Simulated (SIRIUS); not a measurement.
# HfC (Fm-3m) in SIRIUS: notebook

One crystal, HfC, is run at these levels: PBE; tasks: single point.

Everything below comes from runs of SIRIUS 7.10.0. Logs are shortened: lines on timing, memory, paths and dates and some standing lists are left out, and cuts for length are marked. The log counts tension as positive stress, the text compression.

## (1) The undisturbed crystal

Symmetry: Fm-3m, No. 225, cubic system. Conventional cell: a = 4.650 Å, b = 4.650 Å, c = 4.650 Å, α = 90.00°, β = 90.00°, γ = 90.00°. Hf (site symmetry m-3m) has 6 C at 2.33 Å as nearest neighbours. Around C (site symmetry m-3m) lie 6 Hf at 2.33 Å.

## (2) Single point, PBE, 12.07 Å³/atom (strain = -0.04 (xx))

sirius.json

```json
{
  "control": {
    "processing_unit": "cpu",
    "verbosity": 2,
    "num_bands_to_print": 15,
    "print_forces": true,
    "print_stress": true
  },
  "parameters": {
    "electronic_structure_method": "pseudopotential",
    "xc_functionals": ["XC_GGA_X_PBE", "XC_GGA_C_PBE"],
    "gk_cutoff": 9.1,
    "pw_cutoff": 18.2,
    "ngridk": [8, 8, 8],
    "shiftk": [0, 0, 0],
    "smearing": "fermi_dirac",
    "smearing_width": 0.0018374661,
    "num_bands": 15,
    "num_mag_dims": 0,
    "num_dft_iter": 100,
    "energy_tol": 1e-08,
    "density_tol": 1e-06
  },
  "iterative_solver": {
    "type": "davidson",
    "min_tolerance": 1e-09,
    "tolerance_scale": [0.1, 0.25]
  },
  "mixer": {
    "type": "anderson",
    "beta": 0.7,
    "max_history": 8
  },
  "settings": {
    "tol_ne": 1e-10,
    "pseudo_grid_cutoff": 6.5
  },
  "unit_cell": {
    "lattice_vectors": [
      [0.0, 0.707106781187, 0.707106781187],
      [0.678822509939, 0.0, 0.707106781187],
      [0.678822509939, 0.707106781187, 0.0]
    ],
    "lattice_vectors_scale": 6.2135074315,
    "atom_coordinate_units": "lattice",
    "atom_types": ["Hf", "C"],
    "atom_files": {
      "Hf": "Hf.json",
      "C": "C.json"
    },
    "atoms": {
      "Hf": [
        [0.5, 0.5, 0.5]
      ],
      "C": [
        [0.0, 0.0, 0.0]
      ]
    }
  }
}
```

Potentials or basis: PseudoDojo 0.4.1 PBE standard (scalar relativistic).

Launch:

```console
$ upf_to_json Hf.upf
$ upf_to_json C.upf
$ OMP_NUM_THREADS=1 sirius.scf --input=sirius.json --output=out.json --task=0
```

The program printed:

```text
[info] SIRIUS version : 7.10.0
[info] number of MPI ranks           : 1
[info] MPI grid                      : 1 1
[info] maximum number of OMP threads : 1
[fft] FFT context for density and potential
[fft] =====================================
[fft]   comm size                             : 1
[fft]   plane wave cutoff                     : 18.2
[fft]   grid size                             : 40 40 40   total : 64000
[fft]   grid limits                           : -19 20   -19 20   -19 20
[fft]   number of G-vectors within the cutoff : 8269
[fft]   local number of G-vectors             : 8269
[fft]   number of G-shells                    : 1223
[fft] FFT context for coarse grid
[fft] =====================================
[fft]   comm size                             : 1
[fft]   plane wave cutoff                     : 18.2
[fft]   grid size                             : 40 40 40   total : 64000
[fft]   grid limits                           : -19 20   -19 20   -19 20
[fft]   number of G-vectors within the cutoff : 8269
[fft]   local number of G-vectors             : 8269
[fft]   number of G-shells                    : 1223
[unit cell] lattice vectors
[unit cell]   a1 :       0.0000000000      4.3936132398      4.3936132398
[unit cell]   a2 :       4.2178687102      0.0000000000      4.3936132398
[unit cell]   a3 :       4.2178687102      4.3936132398      0.0000000000
[unit cell] reciprocal lattice vectors
[unit cell]   b1 :      -0.7448294078      0.7150362315      0.7150362315
[unit cell]   b2 :       0.7448294078     -0.7150362315      0.7150362315
[unit cell]   b3 :       0.7448294078      0.7150362315     -0.7150362315
[unit cell] unit cell volume :       162.84210267 [a.u.^3]
[unit cell] 1/sqrt(omega)    :         0.07836401
[unit cell] MT volume        :         0.00000000 ( 0.00%)
[unit cell] IT volume        :       162.84210267 (100.00%)
[unit cell] number of atom types : 2
[unit cell] type id : 0 symbol : Hf mt_radius :  16.550000 num_atoms : 1
[unit cell] type id : 1 symbol :  C mt_radius :  12.470000 num_atoms : 1
[unit cell] total number of atoms : 2
[unit cell] number of symmetry classes : 2
[unit cell] number of PAW atoms : 0
[unit cell] atom id  type id  class id             position                      vector_field
[unit cell] ------------------------------------------------------------------------------------------
[unit cell]      0        0        0      0.50000   0.50000   0.50000      0.00000   0.00000   0.00000
[unit cell]      1        1        1      0.00000   0.00000   0.00000      0.00000   0.00000   0.00000
[unit cell] atom id         position (Cartesian, a.u.)
[unit cell] ---------------------------------------------
[unit cell]      0       4.217869    4.393613    4.393613
[unit cell]      1       0.000000    0.000000    0.000000
[unit cell] class id : 0 atom id : 0
[unit cell] class id : 1 atom id : 1
[unit cell] minimum bond length:     4.217869
[unit cell] total number of pseudo wave-functions: 14
[... 327 lines left out ...]
[find] SCF correction                 :      -0.00000412
[find] Total energy                   :     -62.50272981 (Ha),    -125.00545962 (Ry)
[find] Free energy (E-TS)             :     -62.50279641 (Ha),    -125.00559282 (Ry)
[find] band gap (eV)                  :       0.00000000
[find] Efermi                         :       0.59208761
[find] iteration : 11, RMS : 8.763918512133e-08, energy difference : -2.742694960034e-10
[find] Hartree energy of density residual : 1.242515953232e-12
[find] bands are converged : true
[find] iterative solver converged : true
[find] converged after 12 SCF iterations!
[find] Charges and magnetic moments
[find] --------------------------------------------------------------------------------
[find] total charge          : 16.000000
[find] Energy
[find] --------------------------------------------------------------------------------
[find] valence_eval_sum               :      -2.88033285
[find] <rho|V^{XC}>                   :     -11.57305240
[find] <rho|E^{XC}>                   :     -16.47689587
[find] <mag|B^{XC}>                   :       0.00000000
[find] <rho|V^{H}>                    :      12.77870559
[find] one-electron contribution      :      -4.08598604 (Ha),      -8.17197208 (Ry)
[find] hartree contribution           :       6.38935279
[find] xc contribution                :     -16.47689587
[find] ewald contribution             :     -48.32919658
[find] PAW contribution               :       0.00000000
[find] smearing (-TS)                 :      -0.00006660
[find] SCF correction                 :      -0.00000412
[find] Total energy                   :     -62.50272981 (Ha),    -125.00545962 (Ry)
[find] Free energy (E-TS)             :     -62.50279641 (Ha),    -125.00559282 (Ry)
[find] band gap (eV)                  :       0.00000000
[find] Efermi                         :       0.59208761
[ground_state] === stress tensor components [kbar] ===
[ground_state] === stress_kin ===
[ground_state] -22657.855642    0.000000    0.000000
[ground_state]     0.000000-22377.171863    0.000000
[ground_state]     0.000000    0.000000-22377.171863
[ground_state] === stress_har ===
[ground_state] -4469.195108    0.000000    0.000000
[ground_state]     0.000000-3537.288877    0.000000
[ground_state]     0.000000    0.000000-3537.288877
[ground_state] === stress_ewald ===
[ground_state] 27516.547443   -0.000000   -0.000000
[ground_state]    -0.00000029900.394537   -0.000000
[ground_state]    -0.000000   -0.00000029900.394537
[ground_state] === stress_vloc ===
[ground_state]  1119.957135    0.000000    0.000000
[ground_state]     0.000000-2282.673917    0.000000
[ground_state]     0.000000    0.000000-2282.673917
[ground_state] === stress_xc ===
[ground_state] -8580.683332    0.000000    0.000000
[ground_state]     0.000000-8569.852705    0.000000
[ground_state]     0.000000    0.000000-8569.852705
[ground_state] === stress_core ===
[ground_state] 15236.298906   -0.000000   -0.000000
[ground_state]    -0.00000015229.561491   -0.000000
[ground_state]    -0.000000   -0.00000015229.561491
[ground_state] === stress_nonloc ===
[ground_state] -8418.622905    0.000000    0.000000
[ground_state]     0.000000-8412.716639    0.000000
[ground_state]     0.000000    0.000000-8412.716639
[ground_state] === stress_us_nl ===
[ground_state] -8418.622905    0.000000    0.000000
[ground_state]     0.000000-8412.716639    0.000000
[ground_state]     0.000000    0.000000-8412.716639
[ground_state] === stress_total ===
[ground_state]  -253.553504   -0.000000   -0.000000
[ground_state]    -0.000000  -49.747973   -0.000000
[ground_state]    -0.000000   -0.000000  -49.747973
[ground_state] ==== total Forces in Ha/bohr =====
[ground_state] atom:    0, force:       0.0000000      0.0000000      0.0000000
[ground_state] atom:    1, force:       0.0000000      0.0000000      0.0000000
[ground_state] ==== ultrasoft contribution from Qij =====
[ground_state] atom:    0, force:       0.0000000      0.0000000      0.0000000
[ground_state] atom:    1, force:       0.0000000      0.0000000      0.0000000
[ground_state] ==== non-local contribution from Beta-projector =====
[ground_state] atom:    0, force:       0.0000000      0.0000000      0.0000000
[ground_state] atom:    1, force:       0.0000000      0.0000000      0.0000000
[ground_state] ==== contribution from local potential =====
[ground_state] atom:    0, force:       0.0000000      0.0000000      0.0000000
[ground_state] atom:    1, force:       0.0000000      0.0000000      0.0000000
[ground_state] ==== contribution from core density =====
[ground_state] atom:    0, force:       0.0000000      0.0000000      0.0000000
[ground_state] atom:    1, force:       0.0000000      0.0000000      0.0000000
[ground_state] ==== Ewald forces from ions =====
[ground_state] atom:    0, force:       0.0000000      0.0000000      0.0000000
[ground_state] atom:    1, force:       0.0000000      0.0000000      0.0000000
[~DFT_ground_state] local op. applied: 25029
[~DFT_ground_state] evp. work count: 6835.31
[~DFT_ground_state] number of iterative solver steps: 1997
```

Run time: 39 s. Hardware: 1 thread of Arm Neoverse V2, shared host; peak memory 0.42 GiB.

What came out:

```
Free energy            : -1700.7877 eV
Pressure               : 11.8 GPa
Band gap on the k mesh : none (metal or under the smearing width)
```

## (3) Single point, PBE, 12.32 Å³/atom (strain = -0.02 (xx))

sirius.json, as its differences from that of step 2:

```diff
@@ -39,7 +39,6 @@
     "lattice_vectors": [
-      [0.0, 0.707106781187, 0.707106781187],
-      [0.678822509939, 0.0, 0.707106781187],
-      [0.678822509939, 0.707106781187, 0.0]
+      [0.0, 4.393613239755, 4.393613239755],
+      [4.30574097496, 0.0, 4.393613239755],
+      [4.30574097496, 4.393613239755, 0.0]
     ],
-    "lattice_vectors_scale": 6.2135074315,
     "atom_coordinate_units": "lattice",
```

Potentials or basis: PseudoDojo 0.4.1 PBE standard (scalar relativistic).

Launch:

```console
$ upf_to_json Hf.upf
$ upf_to_json C.upf
$ OMP_NUM_THREADS=1 sirius.scf --input=sirius.json --output=out.json --task=0
```

Wall time 40 s (1 thread of Arm Neoverse V2, shared host); peak memory 0.43 GiB.

It converged, with:

```yaml
Free_energy: -1700.8447 eV
Pressure: 5.6 GPa
Band_gap_on_the_k_mesh: none (metal or under the smearing width)
```

## (4) For comparison

An earlier run on the cell as given: functional PBEsol; potentials or basis PseudoDojo 0.4.1 PBEsol standard (scalar relativistic); cutoff 1127 eV; density cutoff 4507 eV; k mesh 10 × 10 × 10; occupations fermi-dirac, width 0.05 eV; no spin polarisation.

* Pressure: -6.2 GPa
* Band gap on the k mesh: none (metal or under the smearing width)
